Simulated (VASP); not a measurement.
# Mo (Im-3m) in VASP: further runs

One crystal, Mo, is run at these levels: PBE; tasks: single point.

All numbers are computed with VASP 6.6.1; they aren't measurements. Logs are shortened: lines on timing, memory, paths and dates and some standing lists are left out, and cuts for length are marked.

## Step 1: The structure

It takes space group Im-3m (No. 229, cubic). The conventional cell has a = 3.168 Å, b = 3.168 Å, c = 3.168 Å, α = 90.00°, β = 90.00°, γ = 90.00°. Mo (site symmetry m-3m) has 8 Mo at 2.74 Å as nearest neighbours.

## Step 2: Single point, PBE

INCAR

```
ADDGRID = F
ALGO = Normal
EDIFF = 1E-5
ENCUT = 450
GGA = PE
ISIF = 2
ISMEAR = 1
LASPH = T
LCHARG = F
LREAL = F
LWAVE = F
NBANDS = 13
NELM = 100
PREC = Accurate
SIGMA = 0.2
```

KPOINTS

```
k-points
0
Gamma
  11 11 11
```

POSCAR

```
Mo
1.0
   -1.5838089719      1.5838089719      1.5838089719
    1.5838089719     -1.5838089719      1.5838089719
    1.5838089719      1.5838089719     -1.5838089719
Mo
1
Direct
    0.0000000000      0.0000000000      0.0000000000
```

Potentials or basis: VASP PAW PBE potentials, release 64 (Mo_sv).

Command:

```sh
cat potpaw_PBE.64/Mo_sv/POTCAR > POTCAR
mpirun -np 1 vasp_std > vasp.out
```

OUTCAR:

```text
EDIFF = 1E-5
   ENCUT = 450
   GGA = PE
   ISIF = 2
   ISMEAR = 1
   LASPH = T
   LREAL = F
   NELM = 100
   PREC = Accurate

 Found     56 irreducible k-points:

 Following reciprocal coordinates:
            Coordinates               Weight
  0.000000  0.000000  0.000000      1.000000
  0.090909  0.000000  0.000000     12.000000
  0.181818  0.000000  0.000000     12.000000
  0.272727  0.000000  0.000000     12.000000
  0.363636  0.000000  0.000000     12.000000
  0.454545  0.000000  0.000000     12.000000
   k-points           NKPTS =     56   k-points in BZ     NKDIM =     56   number of bands    NBANDS=     13
   number of dos      NEDOS =    301   number of ions     NIONS =      1
   total plane-waves  NPLWV =   8000
   dimension x,y,z NGX =    20 NGY =   20 NGZ =   20
   dimension x,y,z NGXF=    40 NGYF=   40 NGZF=   40
   ions per type =               1
   NGX,Y,Z   is equivalent  to a cutoff of  12.12, 12.12, 12.12 a.u.
   NGXF,Y,Z  is equivalent  to a cutoff of  24.24, 24.24, 24.24 a.u.
 SYSTEM =  unknown system
   PREC   = accura    normal or accurate (medium, high low for compatibility)
   ISTART =      0    job   : 0-new  1-cont  2-samecut
   ICHARG =      2    charge: 1-file 2-atom 10-const
   ISPIN  =      1    spin polarized calculation?
   LNONCOLLINEAR =      F non collinear calculations
   LSORBIT =      F    spin-orbit coupling
   LASPH  =      T    aspherical Exc in radial PAW
   ENCUT  =  450.0 eV  33.07 Ry    5.75 a.u.   4.74  4.74  4.74*2*pi/ulx,y,z
   NELM   =    100;   NELMIN=  2; NELMDL= -5     # of ELM steps
   EDIFF  = 0.1E-04   stopping-criterion for ELM
   LREAL  =      F    real-space projection
   EDIFFG = 0.1E-03   stopping-criterion for IOM
   NSW    =      0    number of steps for IOM
   IBRION =     -1    ionic relax: 0-MD 1-quasi-New 2-CG
   NFREE  =      0    steps in history (QN), initial steepest desc. (CG)
   ISIF   =      2    stress and relaxation
   ISYM   =      2    0-nonsym 1-usesym 2-fastsym
   POTIM  = 0.5000    time-step for ionic-motion
   TEBEG  =    0.0;   TEEND  =   0.0 temperature during run
   PSTRESS=    0.0 pullay stress
   NELECT =      14.0000    total number of electrons
   NUPDOWN=      -1.0000    fix difference up-down
   EMIN   =  10.00;   EMAX   =-10.00  energy-range for DOS
   EFERMI =   0.00;   METHOD = LEGACY
   ISMEAR =     1;   SIGMA  =   0.20  broadening in eV -4-tet -1-fermi 0-gaus
   EFERMI_NEDOS =   21; number of points for ismear=-14 and -15
   IALGO  =     38    algorithm
   IMIX   =      4    mixing-type and parameters
     AMIX     =   0.40;   BMIX     =  1.00
     AMIX_MAG =   1.60;   BMIX_MAG =  1.00
  volume/ion in A,a.u.               =      15.89       107.24
  Fermi-wavevector in a.u.,A,eV,Ry     =   1.569380  2.965698 33.510508  2.462953
  Thomas-Fermi vector in A             =   2.671271
   LORBIT       =      0    0 simple, 1 ext, 2 COOP (PROOUT), +10 PAW based schemes
   GGA     = PE    functional components
   LHFCALC =     F    Hartree Fock is set to
   AEXX    =    0.0000 exact exchange contribution
   IVDW    =     0    specifies the selected vdW correction
   LEPSILON=     F    determine dielectric tensor
   LRPA    =     F    only Hartree local field effects (RPA)
 non-spin polarized calculation
 Methfessel and Paxton  Order N= 1 SIGMA  =   0.20
  energy-cutoff  :      450.00
  volume of cell :       15.89
 maximum number of plane-waves:       370
   NGX =  9   NGY =  9   NGZ =  9

 number of electron      14.0000005 magnetization

 Free energy of the ion-electron system (eV)
  ---------------------------------------------------
  ext. energy  EPLUGINS =         0.00000000
  ---------------------------------------------------
  free energy    TOTEN  =       -10.91210029 eV

  energy without entropy =      -10.90731956  energy(sigma->0) =      -10.91050671

 E-fermi :  12.2386     XC(G=0): -13.2972

 val. band max:       12.2100630677   @ k =  -0.1818   0.1818   0.1818
 cond. band min:      12.2411487254   @ k =   0.3636   0.0909   0.0909
 fundamental gap:      0.0310856577
 Fermi energy:        12.2385769203

 k-point     1 :       0.0000    0.0000    0.0000
  band No.  band energies     occupation
      1     -48.9459      2.00000
      2     -22.2501      2.00000
      3     -22.2501      2.00000
      4     -22.2501      2.00000
      5       5.1491      2.00000
      6      10.9992      2.00000
      7      10.9992      2.00000
      8      10.9992      2.00000
      9      13.9635     -0.00000
     10      13.9635     -0.00000
     11      27.1362      0.00000
     12      27.1362      0.00000
     13      27.1362      0.00000

 k-point     2 :       0.0909    0.0000    0.0000
  band No.  band energies     occupation
      1     -48.9266      2.00000
      2     -22.3623      2.00000
      3     -22.2847      2.00000
      4     -22.2507      2.00000
      5       5.5028      2.00000
      6      10.8032      2.00000
      7      10.9604      2.00000
      8      11.3333      2.00000
      9      13.6976     -0.00000
     10      13.9708     -0.00000
     11      27.3826      0.00000
     12      27.7353      0.00000
     13      27.7850      0.00000

 k-point     3 :       0.1818    0.0000    0.0000
  band No.  band energies     occupation
      1     -48.8746      2.00000
      2     -22.6573      2.00000
      3     -22.3772      2.00000
      4     -22.2529      2.00000
      5       6.4108      2.00000
      6      10.3187      2.00000
      7      10.7881      2.00000
      8      12.2975      0.52466
      9      13.3830     -0.00000
     10      14.0224     -0.00000
     11      27.6191      0.00000
     12      28.7505      0.00000
     13      29.4089      0.00000

 k-point     4 :       0.2727    0.0000    0.0000
  band No.  band energies     occupation
      1     -48.8057      2.00000
      2     -23.0306      2.00000
      3     -22.4962      2.00000
      4     -22.2559      2.00000
      5       7.2567      2.00000
      6       9.7563      2.00000
      7      10.9125      2.00000
      8      13.5151     -0.00000
      9      13.7657     -0.00000
     10      14.1658     -0.00000
     11      26.7461      0.00000
     12      27.9157      0.00000
     13      31.8736      0.00000

 k-point     5 :       0.3636    0.0000    0.0000
  band No.  band energies     occupation
      1     -48.7416      2.00000
      2     -23.3618      2.00000
      3     -22.6035      2.00000
      4     -22.2586      2.00000
      5       7.3338      2.00000
      6       9.2944      2.00000
      7      12.1066      1.89007
      8      13.8836     -0.00000
      9      14.3871     -0.00000
     10      15.4581     -0.00000
     11      25.3176      0.00000
     12      25.7529      0.00000
     13      31.9766      0.00000

 k-point     6 :       0.4545    0.0000    0.0000
  band No.  band energies     occupation
      1     -48.7032      2.00000
      2     -23.5538      2.00000
      3     -22.6663      2.00000
      4     -22.2603      2.00000
      5       7.1387      2.00000
      6       9.0397      2.00000
      7      13.5321     -0.00000
      8      14.0807     -0.00000
      9      14.5706     -0.00000
     10      16.7595      0.00000
     11      23.9971      0.00000
     12      24.3833      0.00000
     13      29.7946      0.00000

 [... further k-points ...]

------------------------ aborting loop because EDIFF is reached ----------------------------------------

  FORCE on cell =-STRESS in cart. coord.  units (eV):
  Direction    XX          YY          ZZ          XY          YZ          ZX
  --------------------------------------------------------------------------------------
  -------------------------------------------------------------------------------------
  Total       -0.0885012     -0.0885012     -0.0885012      0.0000000      0.0000000      0.0000000
  in kB       -8.9225999     -8.9225999     -8.9225999      0.0000000      0.0000000      0.0000000
  external PRESSURE =      -8.9225999 kB  Pullay stress =       0.0000000 kB

 VOLUME and BASIS-vectors are now :
 -----------------------------------------------------------------------------
  energy-cutoff  :      450.00
  volume of cell :       15.89
      direct lattice vectors                 reciprocal lattice vectors
    -1.583808972  1.583808972  1.583808972     0.000000000  0.315694638  0.315694638
     1.583808972 -1.583808972  1.583808972     0.315694638  0.000000000  0.315694638
     1.583808972  1.583808972 -1.583808972     0.315694638  0.315694638  0.000000000

 POSITION                                       TOTAL-FORCE (eV/Angst)
 -----------------------------------------------------------------------------------
      0.00000      0.00000      0.00000        -0.000000      0.000000     -0.000000
 -----------------------------------------------------------------------------------
    total drift:                                0.000000     -0.000000     -0.000000

  FREE ENERGIE OF THE ION-ELECTRON SYSTEM (eV)
  ---------------------------------------------------
  free  energy   TOTEN  =       -10.9121002879 eV

  energy  without entropy=      -10.9073195556  energy(sigma->0) =      -10.91050671
```

It took 3.9 s on 1 thread of Intel Xeon 6975P-C (Granite Rapids), shared host; peak memory 0.12 GiB.

The run converged, but some of its settings lie outside the range that counts as converged, so its numbers aren't taken as properties of the crystal.

What came out:

```yaml
Free_energy: -10.9121 eV
Pressure: -0.9 GPa
Band_gap_on_the_k_mesh: none (metal or under the smearing width)
```

## Step 3: Single point, PBE

INCAR is that of step 2.

KPOINTS is that of step 2.

POSCAR

```
Mo
1.0
   -1.6018940000      1.6123050000      1.5868230000
    1.5840600000     -1.5829550000      1.5396390000
    1.5998790000      1.5809390000     -1.5574730000
Mo
1
Direct
   -0.0100820000     -0.0008690000      0.0196120000
```

Potentials or basis: VASP PAW PBE potentials, release 64 (Mo_sv).

Command:

```sh
cat potpaw_PBE.64/Mo_sv/POTCAR > POTCAR
mpirun -np 1 vasp_std > vasp.out
```

Run time: 36 s. Hardware: 1 thread of Intel Xeon 6975P-C (Granite Rapids), shared host; peak memory 0.2 GiB.

The run converged, but some of its settings lie outside the range that counts as converged, so its numbers aren't taken as properties of the crystal.

Results:

| Item | Value |
| --- | --- |
| Free energy | -10.9081 eV |
| Pressure | -0.8 GPa |
| Band gap on the k mesh | none (metal or under the smearing width) |

## Step 4: The reference run

An earlier run on the cell as given: functional PBE; potentials or basis VASP PAW PBE potentials, release 64 (Mo_sv); cutoff 520 eV; k mesh 12 × 12 × 12; occupations fermi-dirac, width 0.05 eV; no spin polarisation.

- Pressure: -1.4 GPa
- Band gap on the k mesh: none (metal or under the smearing width)
